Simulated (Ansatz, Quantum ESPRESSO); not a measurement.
# BaS (Fm-3m): from Born charge to LO-TO splitting

Wanted: the LO mode of BaS (Fm-3m) from the TO mode and the field response.

Calculated with Quantum ESPRESSO 7.5; DFT PBE, scalar-relativistic, plane waves, PseudoDojo norm-conserving pseudopotentials.

### 1. The relaxed structure

It takes space group Fm-3m (No. 225, cubic). The conventional cell has a = 6.426 Å, b = 6.426 Å, c = 6.426 Å, α = 90.00°, β = 90.00°, γ = 90.00°. Nearest to Ba lie 6 S at 3.21 Å. Nearest to S lie 6 Ba at 3.21 Å. Farther neighbours and most contacts between anions are not listed.

Coordinates:

```cif
data_structure
_symmetry_space_group_name_H-M 'P 1'
_symmetry_Int_Tables_number 1
_cell_length_a 4.5436
_cell_length_b 4.5436
_cell_length_c 4.5436
_cell_angle_alpha 60.000
_cell_angle_beta 60.000
_cell_angle_gamma 60.000
_cell_volume 66.33
loop_
_atom_site_label
_atom_site_type_symbol
_atom_site_fract_x
_atom_site_fract_y
_atom_site_fract_z
_atom_site_occupancy
Ba1 Ba 0.00000 0.00000 0.00000 1
S2 S 0.50000 0.50000 0.50000 1
```

This is the cell after its relaxation at this level of theory, not the database cell from which that began.

### 2. What the response run gave

A linear-response run on the relaxed cell, with the response to an electric field; only its zone-centre results are used. Cutoff 57 Ry, k mesh 6×6×6.

What it wrote:

```text
[banners, grids, parts of the stress and lines that vanish by symmetry left out]
Program PHONON v.7.5
     Reading xml data from directory:

[...]
Exchange-correlation= PBE
                           (   1   4   3   4   0   0   0)
[...]
(   3 q-points):
[...]
kinetic-energy cut-off    =      57.0000  Ry
     charge density cut-off    =     228.0000  Ry
     convergence threshold     =      1.0E-18
[...]
Exchange-correlation= PBE
                           (   1   4   3   4   0   0   0)
[...]
q = (   0.0000000   0.0000000   0.0000000 )
     49 Sym.Ops. (with q -> -q+G )
     G cutoff =  851.5375  (  26133 G-vectors)     FFT grid: ( 45, 45, 45)
     number of k points=    16
[...]
Mode symmetry, O_h (m-3m)  point group:
[...]
Dielectric constant
[...]
End of electric fields calculation
          Dielectric constant in cartesian axis
          (       4.777418617      -0.000000000      -0.000000000 )
          (      -0.000000000       4.777418617      -0.000000000 )
          (       0.000000000       0.000000000       4.777418617 )
          Effective charges (d Force / dE) in cartesian axis without acoustic sum rule applied (asr)
           atom    1  Ba    Mean Z*:        2.60554
      Ex  (        2.60554        0.00000       -0.00000 )
      Ey  (        0.00000        2.60554        0.00000 )
      Ez  (       -0.00000       -0.00000        2.60554 )
           atom    2  S     Mean Z*:       -2.61326
      Ex  (       -2.61326       -0.00000        0.00000 )
      Ey  (       -0.00000       -2.61326       -0.00000 )
      Ez  (        0.00000        0.00000       -2.61326 )
          Effective charges Sum: Mean:       -0.00772
[...]
Effective charges (d Force / dE) in cartesian axis with asr applied:
           atom    1  Ba    Mean Z*:        2.60940
[...]
atom    2  S     Mean Z*:       -2.60940
[...]
Representation #   1 modes #   1   2   3
[...]
End of self-consistent calculation
     Convergence has been achieved
     Representation #   2 modes #   4   5   6
[...]
End of self-consistent calculation
     Convergence has been achieved
[...]
Dielectric constant in cartesian axis
          (       4.777418617      -0.000000000      -0.000000000 )
          (      -0.000000000       4.777418617      -0.000000000 )
          (       0.000000000       0.000000000       4.777418617 )
          Effective charges (d Force / dE) in cartesian axis without acoustic sum rule applied (asr)
           atom    1  Ba    Mean Z*:        2.60554
[...]
q = (    0.000000000   0.000000000   0.000000000 )
[...]
freq (    1) =      -0.035438 [THz] =      -1.182088 [cm-1]
     freq (    2) =      -0.035438 [THz] =      -1.182088 [cm-1]
     freq (    3) =      -0.035438 [THz] =      -1.182088 [cm-1]
     freq (    4) =       4.058015 [THz] =     135.360822 [cm-1]
     freq (    5) =       4.058015 [THz] =     135.360822 [cm-1]
     freq (    6) =       4.058015 [THz] =     135.360822 [cm-1]
[...]
Mode symmetry, O_h (m-3m)  point group:
     freq (   1-   3) =         -1.2  [cm-1]   --> T_1u G_15  G_4- I
     freq (   4-   6) =        135.4  [cm-1]   --> T_1u G_15  G_4- I
[...]
Mode symmetry, D_3d (-3m)  point group:
[...]
Representation #   1 mode #   1
[...]
End of self-consistent calculation
     Convergence has been achieved
     Representation #   2 modes #   2   3
[...]
End of self-consistent calculation
     Convergence has been achieved
     Representation #   3 mode #   4
[...]
Convergence has been achieved
     Representation #   4 modes #   5   6
[...]
Convergence has been achieved
[...]
q = (    0.500000000  -0.500000000   0.500000000 )
[...]
freq (    1) =       2.065242 [THz] =      68.889054 [cm-1]
     freq (    2) =       2.065242 [THz] =      68.889054 [cm-1]
     freq (    3) =       3.890003 [THz] =     129.756540 [cm-1]
     freq (    4) =       4.719234 [THz] =     157.416693 [cm-1]
     freq (    5) =       4.719234 [THz] =     157.416693 [cm-1]
     freq (    6) =       6.590530 [THz] =     219.836412 [cm-1]
[...]
Mode symmetry, D_3d (-3m)  point group:
     freq (   1-   2) =         68.9  [cm-1]   --> E_u  L_3'
     freq (   3-   3) =        129.8  [cm-1]   --> A_2u L_2'
     freq (   4-   5) =        157.4  [cm-1]   --> E_g  L_3
     freq (   6-   6) =        219.8  [cm-1]   --> A_1g L_1
[...]
Mode symmetry, D_4h(4/mmm) point group:
[...]
Representation #   1 mode #   1
[...]
Convergence has been achieved
     Representation #   2 mode #   2
[...]
Convergence has been achieved
     Representation #   3 modes #   3   4
[...]
End of self-consistent calculation
     Convergence has been achieved
     Representation #   4 modes #   5   6
[...]
End of self-consistent calculation
     Convergence has been achieved
[...]
q = (    0.000000000  -1.000000000   0.000000000 )
[...]
freq (    1) =       1.909712 [THz] =      63.701119 [cm-1]
     freq (    2) =       1.909712 [THz] =      63.701119 [cm-1]
     freq (    3) =       2.979998 [THz] =      99.402020 [cm-1]
     freq (    4) =       4.355436 [THz] =     145.281720 [cm-1]
     freq (    5) =       4.355436 [THz] =     145.281720 [cm-1]
     freq (    6) =       5.087079 [THz] =     169.686676 [cm-1]
[...]
Mode symmetry, D_4h(4/mmm) point group:
     freq (   1-   2) =         63.7  [cm-1]   --> E_u  X_5' M_5'
     freq (   3-   3) =         99.4  [cm-1]   --> A_2u X_4' M_4'
     freq (   4-   5) =        145.3  [cm-1]   --> E_u  X_5' M_5'
     freq (   6-   6) =        169.7  [cm-1]   --> A_2u X_4' M_4'

   JOB DONE.
```

| quantity | value |
| --- | --- |
| cell volume Ω (Å³) | 66.326 |
| mass of Ba (u) | 137.327 |
| mass of S (u) | 32.060 |
| Born charge of Ba, raw (e) | 2.606 |
| Born charge of S, raw (e) | -2.613 |
| ε∞ | 4.777 |
| ω(TO) after the sum rule (cm⁻¹) | 135.4 |

### 3. The calculation

The charges must sum to zero over the cell; taking off their mean, -0.004 e, leaves Z* = 2.609 e on Ba. In the polar mode Ba moves against S, so the reduced mass is μ = 137.33 × 32.06 / 169.39 = 25.992 u.

A longitudinal wave builds up a field that adds to the restoring force: ω(LO)² = ω(TO)² + 4π Z*² / (μ Ω ε∞), in Hartree atomic units. With μ = 47380 electron masses and Ω = 447.59 bohr³ the second term is 8.4453e-07 Ha², or 40680 cm⁻² (1 Ha = 219474.6 cm⁻¹).

So ω(LO) = √(18328 + 40680) = 242.9 cm⁻¹, and by the Lyddane-Sachs-Teller relation ε₀ = ε∞ (ω(LO)/ω(TO))² = 15.38.

### 4. Check against the program

The analysis program adds the same non-analytic term to the full matrix, here for q along (1 0 0).

What it wrote:

```text
[banner, memory and clock lines left out]
Program DYNMAT v.7.5

     Reading Dynamical Matrix from file x.dyn1
     ...Force constants read
     ...epsilon and Z* read

     Polarizability (A^3 units)
     multiply by 0.442646 for Clausius-Mossotti correction
        19.937543   -0.000000    0.000000
        -0.000000   19.937543    0.000000
        -0.000000   -0.000000   19.937543

     IR activities are in (D/A)^2/amu units

# mode   [cm-1]    [THz]      IR
    1      0.00    0.0000    0.0000
    2      0.00    0.0000    0.0000
    3      0.00    0.0000    0.0000
    4    135.38    4.0585    6.0438
    5    135.38    4.0585    6.0438
    6    242.91    7.2824    6.0438
```

ε₀ comes from the program's run without a direction of q.

| quantity | by hand | program |
| --- | --- | --- |
| ω(LO) (cm⁻¹) | 242.9 | 242.9 |
| ε₀ | 15.38 | 15.38 |

### 5. What came out

```
TO mode                    : 135.4 cm⁻¹
LO mode                    : 242.9 cm⁻¹
static dielectric constant : 15.38
```

What this shows: The LO mode of BaS (Fm-3m) lies at 243 cm⁻¹, 108 cm⁻¹ above the TO mode; the formula meets the program within 0.1 cm⁻¹, as it must for a cubic crystal with one polar mode. ω(LO)² − ω(TO)² goes with Z*²/ε∞: an error of 5 % in ε∞ would move the LO mode by 4.0 cm⁻¹, and semilocal functionals tend to overestimate ε∞. These are harmonic values at zero temperature, at the volume of this functional, for the structure held cubic; stability elsewhere in the zone is no part of this calculation.

[Host names and launcher messages were left out of these logs when they were recorded.]

[Logs are printed without paths, hosts, clocks, repeated set-up lines and the standing remarks that a program may print on its own settings, such as how far it seeks lower states.]

[Hosts, paths, dates, database ids (printed as entryN), source tags and the programs' standing remarks are cut or masked in the printed files.]
